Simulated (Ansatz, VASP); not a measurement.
# NaF (Villiaumite): VASP beside Ansatz

One calculation is typed for both programs; each brings its own data sets and cutoff. How far apart do they land?

Program: Ansatz 0.2.0. Level of theory: plane waves, with VASP 6.6.1 beside it; single point at PBE. Results are calculated unless marked as measured.

### Step 1. The starting structure

It takes space group Fm-3m (No. 225, cubic). The conventional cell has a = 4.640 Å, b = 4.640 Å, c = 4.640 Å, α = 90.00°, β = 90.00°, γ = 90.00°. Nearest to Na lie 6 F at 2.32 Å. F has 6 Na at 2.32 Å nearest. Farther neighbours and most contacts between anions are not listed.

### Step 2. VASP: single point, PBE

With cell and atoms fixed, the geometry can't cause a difference; cores, projectors, grids and the points listed under the comparison can.

Lines of VASP's logs that name or quote its potential files are left out, and so is its time.

The input, INCAR:

```
SYSTEM = NaF
PREC = Accurate
ENCUT = 520
EDIFF = 1E-07
NELM = 100
ISMEAR = 0
SIGMA = 0.01
LREAL = .FALSE.
ALGO = Normal
GGA = PE
NBANDS = 13
LORBIT = 11
LWAVE = .FALSE.
LCHARG = .FALSE.
KPAR = 2
```

The input, POSCAR:

```
NaF
1.0
    0.0000000000      2.3200000000      2.3200000000
    2.3200000000      0.0000000000      2.3200000000
    2.3200000000      2.3200000000      0.0000000000
Na F
1 1
Direct
    0.0000000000      0.0000000000      0.0000000000
    0.5000000000      0.5000000000      0.5000000000
```

The input, KPOINTS:

```
Automatic mesh
0
Gamma
7 7 7
0 0 0
```

Potentials, in the order of the species: Na_pv and F (PBE family, release 64).

Command:

```
> mpirun -np 2 vasp_std
```

Numbers of over 12 decimals in the logs are rounded to 6 here.

Log:

```text
[banner, memory and clock lines left out]
running    2 mpi-ranks, on    1 nodes
 distrk:  each k-point on    1 cores,    2 groups
 distr:  one band on    1 cores,    1 groups

 POSCAR found type information on POSCAR NaF
 POSCAR found :  2 types and       2 ions
 LDA part: xc-table for (Slater+PW92), standard interpolation
 POSCAR, INCAR and KPOINTS ok, starting setup
 FFT: planning ... GRIDC
 FFT: planning ... GRID_SOFT
 FFT: planning ... GRID
 WAVECAR not read
 entering main loop
       N       E                     dE             d eps       ncg     rms          rms(c)
DAV:   1     0.113868635920E+03    0.11387E+03   -0.79738E+03   520   0.132E+03
DAV:   2    -0.347325067374E+01   -0.11734E+03   -0.10821E+03   568   0.346E+02
DAV:   3    -0.940904427643E+01   -0.59358E+01   -0.59229E+01   620   0.763E+01
DAV:   4    -0.945845880439E+01   -0.49415E-01   -0.49411E-01   570   0.740E+00
DAV:   5    -0.945897925897E+01   -0.52045E-03   -0.52045E-03   645   0.789E-01    0.542E+00
DAV:   6    -0.857094436207E+01    0.88803E+00   -0.32752E+00   595   0.159E+01    0.183E+00
DAV:   7    -0.856075433356E+01    0.10190E-01   -0.28128E-02   560   0.215E+00    0.105E+00
DAV:   8    -0.856216172111E+01   -0.14074E-02   -0.28840E-02   525   0.364E+00    0.140E-01
DAV:   9    -0.856286806257E+01   -0.70634E-03   -0.40265E-03   600   0.608E-01    0.114E-01
DAV:  10    -0.856277801380E+01    0.90049E-04   -0.68350E-04   535   0.316E-01    0.134E-02
DAV:  11    -0.856277643870E+01    0.15751E-05   -0.22578E-05   615   0.748E-02    0.287E-03
DAV:  12    -0.856277675840E+01   -0.31971E-06   -0.13970E-06   545   0.156E-02    0.205E-03
DAV:  13    -0.856277658187E+01    0.17654E-06   -0.32246E-07   545   0.522E-03    0.594E-04
DAV:  14    -0.856277653585E+01    0.46019E-07   -0.25779E-08   325   0.247E-03
   1 F= -.85627765E+01 E0= -.85627765E+01  d E =-.264745E-18
```

Parts of OUTCAR (step 2):

```text
ion  position               nearest neighbor table
   1  0.000  0.000  0.000-   2 2.32   2 2.32   2 2.32   2 2.32   2 2.32   2 2.32
   2  0.500  0.500  0.500-   1 2.32   1 2.32   1 2.32   1 2.32   1 2.32   1 2.32

  LATTYP: Found a face centered cubic cell.
 ALAT       =     4.6400000000

 Subroutine GETGRP returns: Found 48 space group operations
 (whereof 48 operations were pure point group operations)

The static configuration has the point symmetry O_h .

 Found     20 irreducible k-points:

   k-points           NKPTS =     20   k-points in BZ     NKDIM =     20   number of bands    NBANDS=     13

   dimension x,y,z NGX =    24 NGY =   24 NGZ =   24
   dimension x,y,z NGXF=    48 NGYF=   48 NGZF=   48

   ENCUT  =  520.0 eV  38.22 Ry    6.18 a.u.   6.10  6.10  6.10*2*pi/ulx,y,z

   NELECT =      14.0000    total number of electrons

 k-points in reciprocal lattice and weights: Automatic mesh
   0.00000000  0.00000000  0.00000000       0.003
   0.14285714  0.00000000  0.00000000       0.023
   0.28571429  0.00000000  0.00000000       0.023
   0.42857143  0.00000000  0.00000000       0.023
   0.14285714  0.14285714  0.00000000       0.017
   0.28571429  0.14285714  0.00000000       0.070
   0.42857143  0.14285714  0.00000000       0.070
  -0.42857143  0.14285714  0.00000000       0.070
  -0.28571429  0.14285714  0.00000000       0.070
[...]
-0.42857143  0.42857143  0.14285714       0.070
  -0.28571429  0.42857143  0.14285714       0.070

 average (electrostatic) potential at core
       1 -46.9119       2 -77.4413

 E-fermi :  -2.0436

 k-point     1 :       0.0000    0.0000    0.0000
  band No.  band energies     occupation
    ...
      3     -21.0593      2.00000
      4     -21.0593      2.00000
      5      -2.1010      2.00000
      6      -2.1010      2.00000
      7      -2.1010      2.00000
      8       4.1776      0.00000
      9      16.8475      0.00000
     10      16.8475      0.00000
     11      16.8476      0.00000
     12      19.7029      0.00000
    ...

 k-point     2 :       0.1429    0.0000    0.0000
  band No.  band energies     occupation
    ...
      3     -21.0616      2.00000
      4     -20.7906      2.00000
      5      -2.4727      2.00000
      6      -2.1495      2.00000
      7      -2.1494      2.00000
      8       4.8760      0.00000
      9      14.7965      0.00000
     10      17.1503      0.00000
     11      17.1504      0.00000
     12      21.1749      0.00000
    ...

 k-point     3 :       0.2857    0.0000    0.0000
  band No.  band energies     occupation
    ...
      3     -21.0667      2.00000
      4     -20.4891      2.00000
      5      -3.1580      2.00000
      6      -2.2566      2.00000
      7      -2.2566      2.00000
      8       6.4827      0.00000
      9      12.5063      0.00000
     10      17.7345      0.00000
     11      17.7345      0.00000
     12      20.5526      0.00000
    ...

  Total        0.2818902      0.2818902      0.2818902      0.0000000      0.0000000      0.0000000
  in kB       18.0840854     18.0840854     18.0840854      0.0000000      0.0000000      0.0000000
  external PRESSURE =      18.0840854 kB  Pullay stress =       0.0000000 kB

  energy-cutoff  :      520.00
  volume of cell :       24.97
      direct lattice vectors                 reciprocal lattice vectors
     0.000000000  2.320000000  2.320000000    -0.215517241  0.215517241  0.215517241
     2.320000000  0.000000000  2.320000000     0.215517241 -0.215517241  0.215517241
     2.320000000  2.320000000  0.000000000     0.215517241  0.215517241 -0.215517241

 POSITION                                       TOTAL-FORCE (eV/Angst)
 -----------------------------------------------------------------------------------
      0.00000      0.00000      0.00000         0.000000     -0.000000      0.000000
      2.32000      2.32000      2.32000         0.000000      0.000000      0.000000
 -----------------------------------------------------------------------------------
    total drift:                                0.000000     -0.000000      0.000000

  FREE ENERGIE OF THE ION-ELECTRON SYSTEM (eV)
  ---------------------------------------------------
  free  energy   TOTEN  =        -8.5627765358 eV

  energy  without entropy=       -8.5627765358  energy(sigma->0) =       -8.56277654

 total charge
# of ion       s       p       d       tot
------------------------------------------
    1        0.050   5.994   0.000   6.044
    2        1.729   4.381   0.000   6.110
--------------------------------------------------
tot          1.778  10.375   0.000  12.154

[... 3 further parts left out ...]
```

The run ends at a pressure of 1.81 GPa.

### Step 3. Ansatz: single point, PBE

Ansatz runs on its default PAW (the set named soft_2) files.

The same cell, functional, mesh and smearing now go to Ansatz, which takes its cutoff from its data sets.

The input, input.yaml:

```yaml
crystal:
  lattice:
    - [0.0, 2.32, 2.32]
    - [2.32, 0.0, 2.32]
    - [2.32, 2.32, 0.0]
  atoms:
    - { symbol: Na, position: [0.0, 0.0, 0.0] }
    - { symbol: F, position: [0.5, 0.5, 0.5] }
hamiltonian:
  xc: pbe
  pseudopotentials: { kind: paw }
kpoints:
  mp_grid: { grid: [7, 7, 7] }
scf:
  occupations: { method: gaussian, width: 0.01 }
  n_extra_bands: 4
output:
  forces: true
  stress: true
  eigenvalues: true
```

Command:

```
> ansatz run input.yaml --threads 2 --pin off --max-ram 4608MiB --backend cpu --events-out ev --progress --plain --runs-dir out
```

Log:

```text
scf.n_extra_bands = 4 over 8 filled bands (N_el = 16.0): the run solves 12 bands
Engine: ansatz 0.2.0, aarch64-unknown-linux-gnu
Pseudopotentials: kind: paw
Pseudopotential: Na, paw, valence charge 9, recommended cutoff 420 eV (normal), Na.paw.azcp
Pseudopotential: F, paw, valence charge 7, recommended cutoff 420 eV (normal), F.paw.azcp
Functional definition: PBE
  parameter kappa = 0.804
  parameter beta = 0.066725
  exchange = pbe_x(kappa = kappa, mu = beta*pi^2/3)
  correlation = pbe_c(beta = beta)
Crystal: 2 atoms, lattice volume = 24.974 Å³
Basis set: ecut = 420 eV, 531 PW (Γ), exchange–correlation on 48×48×48 points (8 copies of the dense FFT grid, shifted against one another)
Bands: 12, of which v1, the nominal top of the filled ones, is band 8 counted from 1 (7 counted from 0)
Symmetry: 48 space group operations
Space group: Fm-3m (ITA 225), of the structure as read, at distance tolerance 2.9e-5 Å
k-points: 20 of 343
Non-local potential: Na, projectors of the file, l = 0: 3, l = 1: 2, l = 2: 1
Non-local potential: F, projectors of the file, l = 0: 2, l = 1: 2, l = 2: 1
PAW form: soft (Blöchl's): semilocal exchange-correlation on the pseudo side does not see the compensation charge
PAW one-centre angular grid: Na, 110 points (default); XC on 64 Gauss nodes
PAW one-centre angular grid: F, 110 points (default); XC on 64 Gauss nodes
Initial density: superposition of atomic densities (neutral atoms: chi_scale 0, normalization atom), corrected by the library's trained network
Initial wavefunctions: pseudopotential atomic-orbital guess
Functional: x = pbe(κ = 0.804, μ = 0.219515), c = pbe(β = 0.066725)
SCF iter   1: F=—  HF=-2297.425772 eV  |F-HF|=—  |Δ(HF+E_count)|=         —  Δρ=7.71e-4  dr2=9.96e-5  ethr=1.77e-3  ⟨swp⟩=5.9  Hψ=1366  notcnv=0
preconditioner: auto → none  [insulator: Δε(μ)=6.290 eV  Ē_g=26.382 eV  σ=0.010 eV  W_gap=1.00  n_scr=8 (ndim 8)  ℏωp=27.8 eV  f_vac=0.108  D(μ)=0.00/eV (n_scr^D=0)  ε∞_Penn≈2.1]
SCF iter   2: F=—  HF=-2297.425429 eV  |F-HF|=—  |Δ(HF+E_count)|=   3.43e-4  Δρ=1.07e-3  dr2=1.63e-4  ethr=6.23e-7  ⟨swp⟩=2.2  Hψ=647  notcnv=0
SCF iter   3: F=—  HF=-2297.425398 eV  |F-HF|=—  |Δ(HF+E_count)|=   3.15e-5  Δρ=3.56e-4  dr2=1.55e-5  ethr=6.23e-7  ⟨swp⟩=2.0  Hψ=305  notcnv=0
SCF iter   4: F=—  HF=-2297.425412 eV  |F-HF|=—  |Δ(HF+E_count)|=   1.44e-5  Δρ=3.78e-5  dr2=1.18e-7  ethr=9.69e-8  ⟨swp⟩=2.4  Hψ=332  notcnv=0
SCF iter   5: F=—  HF=-2297.425413 eV  |F-HF|=—  |Δ(HF+E_count)|=   1.19e-6  Δρ=4.29e-5  dr2=3.17e-7  ethr=7.38e-10  ⟨swp⟩=2.0  Hψ=390  notcnv=0
SCF iter   6: F=-2297.425413 eV  HF=-2297.425413 eV  |F-HF|=3.91e-8  |Δ(HF+E_count)|=   8.24e-8  Δρ=1.58e-5  dr2=4.35e-8  ethr=6.25e-10  ⟨swp⟩=2.0  Hψ=772  notcnv=0
SCF 1 converged in 6 iterations: F = -2297.425413 eV  dr2 = 4.35e-8
  greatest PAW one-centre occupation: 0.999 electrons in one spin orbital (limit 2), on the Na atom at site 0 (counted from 0), in its partial waves of l = 0
SCF converged after 6 iterations
Free energy (F): -2297.425413 eV
Harris-Foulkes:  -2297.425413 eV  (|F-HF|=3.91e-8)
Internal energy: -2297.425413 eV  (E = F + TS)
E sigma→0 (E₀):  -2297.425413 eV
Fermi energy:    4.138260 eV
--- Per-component energies (eV) ---
  E_band       = -233.989298
  E_kinetic    = 329.222153
  E_local      = -1695.165097  (includes V_loc(G=0)·N_el)
  E_nonlocal   = 188.700752
  E_hartree    = 601.563367
  E_xc         = -120.198480
  E_vxc        = -154.181783  (∫ρ·V_xc dr)
  E_paw        = -463.639220  (= ΣΔE_a)
  E_vpaw       = -105.687618  (= ΣTr[D̂ρ^β])
  E_aug_tail   = 0.002013  (compensation charges beyond the density's cutoff)
  E_ewald      = -1137.910901
  E_smearing   = -0.000000  (= −TS)
  E_closure    = -0.000000  (closes the sum)
  Σ components = -2297.425413   (vs F -2297.425413, Δ=0.00e0)
--- Forces (eV/Å), atoms counted from 1 ---
  atom   1  Na    -0.00000000    -0.00000000    -0.00000000
  atom   2  F      0.00000000    -0.00000000     0.00000000
  max |Σ_I F_I| component: 3.90e-29 eV/Å
--- Stress (GPa, compression-positive) ---
        1.923035       0.000000       0.000000
        0.000000       1.923035      -0.000000
        0.000000       0.000000       1.923035
  P = ⅓ Tr σ = 1.9230 GPa (19.230 kbar)
--- Band table (eV; the first three rows and the last of 20) ---
  k-point 0: bands = [... 4 lower, -17.9650, 0.9908, 0.9908, 0.9908, 7.2857, 19.9515, 19.9515, 19.9515]
  k-point 1: bands = [... 4 lower, -17.6935, 0.6216, 0.9430, 0.9430, 7.9822, 17.8994, 20.2530, 20.2530]
  k-point 2: bands = [... 4 lower, -17.3937, -0.0606, 0.8368, 0.8368, 9.5859, 15.6082, 20.8337, 20.8337]
  k-point 19: bands = [... 4 lower, -17.4704, 0.0622, 0.1010, 0.5305, 13.8099, 14.2183, 16.1983, 18.5782]
```

Elapsed: 0.32 s, on 2 threads of Arm Neoverse V2, shared host; peak memory 0.25 GiB.

In the SCF lines HF is the Harris–Foulkes energy and dr2 the Hartree energy of the density residual, in eV; the loop may stop once dr2 is under the threshold and the program's other checks hold. Hψ counts applications of the Hamiltonian.

The run ends at a pressure of 1.92 GPa.

### Step 4. Side by side

Known differences besides the potentials themselves: the data sets hold 16 valence electrons in Ansatz (default PAW (the set named soft_2) files) and 14 in VASP; the cutoff is 420 eV in Ansatz and 520 eV in VASP; VASP leaves aspherical gradient terms in its spheres out (LASPH is not set), Ansatz keeps them. Total energies have different zeros and are not compared.

Compared:

```tsv
quantity	Ansatz	VASP	difference
pressure (GPa)	1.92	1.81	+0.11
pressure without Ansatz's Pulay correction (GPa)	1.47	1.81	-0.34
gap on the k mesh (eV)	6.295	6.279	+0.016
```

A gap on the mesh is an upper bound, since the band edges may lie between its points. Ansatz's pressure holds a Pulay correction of 0.46 GPa; VASP's holds none.

### Step 5. Summary of results

| Property | Result |
| --- | --- |
| difference in gap on the k mesh (single point, PBE) | 0.016 eV |

The difference in gap on the k mesh is 0.016 eV (single point, PBE), within the 0.08 eV picked in this series as the mark of a large difference. Such differences can come from data sets, numerical settings and the points named under the comparisons, not from the functional's error against experiment.

[Lines on the potential files, build, host, timing and source positions are cut from VASP's logs without a mark.]

[Logs are printed without paths, hosts, clocks, repeated set-up lines and the standing remarks that a program may print on its own settings, such as how far it seeks lower states.]

[Hosts, paths, dates, database ids (printed as entryN), source tags and the programs' standing remarks are cut or masked in the printed files.]
